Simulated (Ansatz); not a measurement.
**Pt: a surface, (100), 5 layers**

What do the surfaces of Pt (100), 5 layers cost, and how tightly do they hold an electron? Methods of the runs shown: PAW. Its runs: bulk cell relaxed (PAW); bulk in the slab's orientation (PAW); the reference run (PAW); atoms relaxed (PAW); vacuum of 13 Å (PAW); core holes in 4f of Pt (PAW).

Method: DFT, r2SCAN, PAW with Ansatz's default frozen-core files, scalar-relativistic, in Ansatz 0.2.0.

## (1) The structure to begin with

It takes space group Fm-3m (No. 225, cubic). The conventional cell has a = 3.923 Å, b = 3.923 Å, c = 3.923 Å, α = 90.00°, β = 90.00°, γ = 90.00°. Pt (site symmetry m-3m) is surrounded by 12 Pt at 2.77 Å.

Structure file:

```cif
data_structure
_symmetry_space_group_name_H-M 'P 1'
_symmetry_Int_Tables_number 1
_cell_length_a 2.7738
_cell_length_b 2.7738
_cell_length_c 2.7738
_cell_angle_alpha 60.000
_cell_angle_beta 60.000
_cell_angle_gamma 60.000
_cell_volume 15.09
loop_
_atom_site_label
_atom_site_type_symbol
_atom_site_fract_x
_atom_site_fract_y
_atom_site_fract_z
_atom_site_occupancy
Pt1 Pt 0.00000 0.00000 0.00000 1
```

## (2) Bulk cell relaxed, PAW

Input file input.yaml:

```yaml
crystal:
  lattice:
    - [0.0, 1.9613408845, 1.9613408845]
    - [1.9613408845, 0.0, 1.9613408845]
    - [1.9613408845, 1.9613408845, 0.0]
  atoms:
    - { symbol: Pt, position: [0.0, 0.0, 0.0] }
kpoints:
  mp_grid: { grid: [19, 19, 19] }
scf:
  occupations: { method: fermi_dirac, width: 0.1 }
hamiltonian:
  xc: r2scan
  pseudopotentials: { kind: paw }
output:
  forces: true
  stress: true
relax:
  f_tol: 0.005
  max_steps: 40
  cell: {}
```

Started as:

```
ansatz run input.yaml --threads 2 --pin off --max-ram 4096MiB --backend cpu --events-out ev --progress --plain --runs-dir out
```

The runs that follow: Bulk in the slab's orientation, PAW; Slab as cut, PAW; Atoms relaxed, PAW; Vacuum of 13 Å, PAW; Core holes in 4f of Pt, PAW.

What does the calculation give? Wanted: surface energy; work function; outer layer spacing; core-level shifts among the layers.

As calculated:

```
                                      quantity                               value
                 surface energy (PAW, relaxed)                           2.08 J/m²
                  work function (PAW, relaxed)                             5.72 eV
                     outer layer spacing (PAW)                       1.97 → 1.92 Å
core-level shifts among the layers (PAW holes)  Pt1 +0.00, Pt2 +0.70, Pt3 +0.70 eV
```

What this shows: By PAW the surface costs 2.10 J/m² as cut and 2.08 J/m² relaxed. The outermost spacing changes by -2.6 % (PAW). Vacuum of 13 Å moves the work function by less than 0.01 eV (PAW). Thickness wasn't converged, and no reconstruction was sought. Spin-orbit coupling is left out, though the cell holds Pt; in elements this heavy it can shift bands and gaps by tenths of an eV.
